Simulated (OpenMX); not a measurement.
Cs:

```
CELL_PARAMETERS angstrom
-3.12847 3.12847 3.12847
3.12847 -3.12847 3.12847
3.12847 3.12847 -3.12847
ATOMIC_POSITIONS crystal
Cs 0.00000 0.00000 0.00000
```

| Item | Value |
| --- | --- |
| Program | OpenMX 3.8.5 |
| Task | single point |
| Functional | PBE |
| Potentials or basis | OpenMX 2013 PBE set, Cs12.0-s3p2d2, grid cutoff 260 Ry |
| k mesh | 7 × 7 × 7 |
| Occupations | fermi-dirac, width 0.05 eV |
| Spin | no spin polarisation |

On this cell: pressure -0.1 GPa; band gap on the k mesh none (metal or under the smearing width).

The same run follows on a disturbed copy (cell strained at random at fixed volume):

```
Cs
1.0
    -3.26995    3.20716    3.27462
     3.13948   -3.06094    2.99793
     3.18433    2.97532   -3.12840
Cs
1
Cartesian
  0.0301 -0.0100 0.0076
```

Problem. What changes?

Solution. The energy (extrapolated to zero smearing) moves by +3.0 meV/atom; pressure -0.1 GPa; band gap on the k mesh none (metal or under the smearing width).

Caveats: the basis of atomic orbitals isn't converged, which shifts pressures, moduli and gaps.
